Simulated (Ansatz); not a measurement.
**Zone-centre phonons of ZnS at 35 GPa: input and output**

These are results of DFT PBE, scalar-relativistic, plane waves, PAW (Ansatz), not measurements.

Launched with:
```bash
ansatz run input.yaml --threads 1 --pin off --max-ram 3072MiB --backend cpu --events-out ev --progress --plain --runs-dir out
```

Input (bare energies are in eV):
```yaml
crystal:
  lattice:
    - [0.0, 2.4839667134, 2.4839667134]
    - [2.4839667134, 0.0, 2.4839667134]
    - [2.4839667134, 2.4839667134, 0.0]
  atoms:
    - { symbol: Zn, position: [0.0, 0.0, 0.0] }
    - { symbol: S, position: [0.75, 0.75, 0.75] }
basis:
  ecutwfc: 420
kpoints:
  mp_grid: { grid: [10, 10, 10] }
hamiltonian:
  xc: pbe
scf:
  occupations: { method: fixed }
output:
  eigenvalues: true
phonons:
  method: dfpt
  dielectric: true
  rigid_motions: translations
  eigenvectors: true
```

Results section of the output:
```
--- Phonons (Γ-DFPT): 2 representative perturbations + reference, on 171 of 1000 k-points (Σ response iterations 6) ---
  k mesh reduced under 4 symmetry operations, with k and −k counted as one. Each operation leaves every solved perturbation unchanged. A smaller set is not considered because the run solves the response ...
  ASR residual: 2.150e-4 → 0.000e0 eV/Å²; symmetrization residual: 6.610e-7 eV/Å²
  ASR residual per site (eV/Å²): 1.70e-5 2.15e-4
  Γ frequencies (cm⁻¹): 0.00 0.00 0.00 405.44 405.44 405.44
  ε∞ (high-frequency dielectric tensor):
        6.123527    -0.000000     0.000000
       -0.000000     6.123527     0.000000
        0.000000     0.000000     6.123527
  ε⁰ (static dielectric tensor: ions relaxed, cell fixed):
        7.326449    -0.000000     0.000000
       -0.000000     7.326449     0.000000
        0.000000     0.000000     7.326449
  ε⁰ − ε∞ (ionic part):
        1.202922    -0.000000    -0.000000
       -0.000000     1.202922     0.000000
       -0.000000     0.000000     1.202922
  softest optical mode at Γ: 405.44 cm⁻¹; the repairs (sum rule, projections) moved no ω² at Γ by more than (1.36 cm⁻¹)²
  Born effective charges Z* (e; rows j = field, columns β = displacement):
    site 0:
         1.62783   -0.00000   -0.00000
         0.00000    1.62783    0.00000
        -0.00000    0.00000    1.62783
    site 1:
        -1.62783    0.00000    0.00000
        -0.00000   -1.62783   -0.00000
         0.00000   -0.00000   -1.62783
  Z* charge neutrality: 1.232e-4 e pre-enforcement
  solved inside a basis spanned on kpoints, on 10×10×10 k-points, its susceptibility summed on 14×14×14: ε∞ is read to err by 1.5e-2, Z* by 1.2e-2 e (field_mesh: kpoints solves on kpoints); Z* is corrected for ...
  optical modes at Γ without the LO–TO term, one row a degenerate level:
      ω (cm⁻¹) modes IR ((D/Å)²/amu)
        405.44      3             8.5257
  optical modes at Γ + LO–TO along q̂ = [1.0000, 0.0000, 0.0000]:
      ω (cm⁻¹) modes IR ((D/Å)²/amu)
        405.44      2             5.6838
        443.48      1             2.8419
  optical modes at Γ + LO–TO along q̂ = [0.0000, 1.0000, 0.0000]:
      ω (cm⁻¹) modes IR ((D/Å)²/amu)
        405.44      2             5.6838
        443.48      1             2.8419
  optical modes at Γ + LO–TO along q̂ = [0.0000, 0.0000, 1.0000]:
      ω (cm⁻¹) modes IR ((D/Å)²/amu)
        405.44      2             5.6838
        443.48      1             2.8419
```

The run took 25 s on 1 thread of AMD EPYC 9R45 96-Core Processor (Zen 5) (shared host), peak memory 0.63 GiB.

The real crystal has changed phase below this pressure.